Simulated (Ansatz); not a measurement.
# Rh: do energies and stresses tell the same story?

Level of theory: DFT PBE, scalar-relativistic, plane waves, PAW in Ansatz.

Plane waves to 420 eV, a k mesh through Γ of 18×18×18 on the computed 1-atom cell and Gaussian smearing (0.10 eV); no spin polarisation.

Relaxed cell: Fm-3m, a = 3.830 Å, b = 3.830 Å, c = 3.830 Å, α = 90.00°, β = 90.00°, γ = 90.00°, 1 atom in the primitive cell.

Energies at zero smearing and pressures from the stress tensor, at volumes with shape and atoms relaxed:
```
V (Å³/atom) E − E(first) (meV/atom) P (GPa)
     12.360                     0.00    45.65
     12.781                   -99.93    30.93
     13.203                  -164.47    18.67
     13.624                  -199.57     8.47
     14.045                  -210.17    -0.01
     14.467                  -200.40    -7.05
     14.888                  -173.75   -12.89
     15.450                  -116.90   -19.12
```

Problem. Check P = −dE/dV between neighbouring volumes, and get the bulk modulus from the pressures alone.

Solution. With 1 eV/Å³ = 160.2 GPa:
```
middle V (Å³/atom)  −ΔE/ΔV (GPa) mean P (GPa)
            12.570        37.998        38.290
            12.992        24.542        24.799
            13.413        13.346        13.571
            13.835         4.029         4.232
            14.256        -3.712        -3.530
            14.677       -10.135        -9.969
            15.169       -16.213       -16.002
```

The two differ by 0.29 GPa at most. The mean of two end pressures misses the average over a step by about ΔV² P″/12, up to 0.22 GPa here; with that taken off 0.08 GPa remains. The stress is the derivative of the free energy, not of the energy at zero smearing, and with free energies 0.00 GPa remains. Around V = 14.045 Å³/atom, the two neighbours give B = −V ΔP/ΔV = 14.045 × 15.52 / 0.843 = 258.7 GPa, against B0 = 257.4 GPa from the Birch–Murnaghan fit of the energies.

Energies and stresses describe the same equation of state, and the small mismatch has a consistent sign: the mean pressure lies above the energy slope in every interval. Both causes push that way. The pressure curve is convex, so a chord overestimates its average. Expansion also narrows the 4d band, which probably raises the density of states at the Fermi level and with it the smearing entropy, adding a small positive pressure.

The convexity itself reflects bonding: short-range repulsion steepens quickly on compression, while d–d overlap fades on expansion. The large bulk modulus fits a 4d band filled past its middle, where bonding states still clearly outweigh antibonding ones. The excess of 258.7 over 257.4 GPa is what a central difference across such a curve should give, so it need not signal a conflict between stress and energy.

This agreement establishes internal consistency, not accuracy against experiment: the lattice constant is slightly larger than the measured one, as is usual for PBE in late 4d metals, and energy and stress share that bias.
